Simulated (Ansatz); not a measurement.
## Calculated with Ansatz: ZrO₂, single run

The input file (Ansatz 0.2.0, plane waves):

```yaml
crystal:
  lattice:
    - [0.0, 2.53303106, 2.53303106]
    - [2.53303106, 0.0, 2.53303106]
    - [2.53303106, 2.53303106, 0.0]
  atoms:
    - { symbol: Zr, position: [0.0, 0.0, 0.0] }
    - { symbol: O, position: [0.25, 0.25, 0.25] }
    - { symbol: O, position: [0.75, 0.75, 0.75] }
  symmetry: { tolerance: 0.0003 }
kpoints:
  mp_grid: { grid: [6, 6, 6], shift: [0, 0, 0] }
magnetization:
  spin_polarized: false
scf:
  occupations: { method: fermi_dirac }
  algorithm: density_mixing
hamiltonian:
  pseudopotentials: { kind: paw }
  xc: pbesol
basis:
  ecutwfc: 420
  xc_grid: 2
output:
  forces: true
  stress: true
  eigenvalues: true
```

Run with:

```bash
ansatz run input.yaml --threads 1 --pin off --max-ram 2560MiB --backend cpu --events-out ev --progress --plain --runs-dir out
```

Origin of the cell: a database entry, scaled a little.

The smearing width isn't typed, so it takes its default of 0.1 eV.

Output (shortened):

```
SCF iter   1: F=—  HF=-5255.646404 eV  Δρ=1.65e-2  dr2=7.08e-2
SCF iter   2: F=—  HF=-5255.637732 eV  Δρ=1.12e-2  dr2=3.54e-2
SCF iter   3: F=—  HF=-5255.628488 eV  Δρ=1.40e-3  dr2=4.16e-4
SCF iter   4: F=—  HF=-5255.628422 eV  Δρ=3.72e-4  dr2=1.33e-5
SCF iter   5: F=—  HF=-5255.628371 eV  Δρ=2.83e-5  dr2=1.58e-7
SCF iter   6: F=-5255.628371 eV  HF=-5255.628371 eV  Δρ=6.62e-6  dr2=3.75e-9
SCF 1 converged in 6 iterations: F = -5255.628371 eV  dr2 = 3.75e-9
SCF converged after 6 iterations
Free energy (F): -5255.628371 eV
Harris-Foulkes:  -5255.628371 eV  (|F-HF|=3.77e-9)
Internal energy: -5255.628371 eV  (E = F + TS)
E sigma→0 (E₀):  -5255.628371 eV
Fermi energy:    13.946555 eV
--- Per-component energies (eV) ---
  E_band       = -57.943704
  E_kinetic    = 687.111687
  E_local      = -1127.283022  (includes V_loc(G=0)·N_el)
  E_nonlocal   = 173.430827
  E_hartree    = 370.476487
  E_xc         = -308.947439
  E_vxc        = -381.013540  (∫ρ·V_xc dr)
  E_paw        = -3203.472236  (= ΣΔE_a)
  E_vpaw       = -151.147862  (= ΣTr[D̂ρ^β])
  E_aug_tail   = 0.005035  (compensation charges beyond the density's cutoff)
  E_ewald      = -1847.186007
  E_core_change = 0.236296  (= ΣΔE_core)
  E_smearing   = -0.000000  (= −TS)
  Σ components = -5255.628371   (vs F -5255.628371, Δ=0.00e0)
--- Forces (eV/Å), atoms counted from 1 ---
  atom   1  Zr    -0.000000     0.000000     0.000000
  atom   2  O     -0.000000    -0.000000     0.000000
  atom   3  O      0.000000    -0.000000    -0.000000
  max |Σ_I F_I| component: 2.31e-18 eV/Å
--- Stress (GPa, compression-positive) ---
       -0.295967       0.000000       0.000000
        0.000000      -0.295967       0.000000
       -0.000000       0.000000      -0.295967
  P = ⅓ Tr σ = -0.2960 GPa (-2.960 kbar)
```

The run took 0.67 s on 1 thread of Intel(R) Xeon(R) Platinum 8488C (Sapphire Rapids) (shared host), peak memory 0.33 GiB, from the program's own first density.
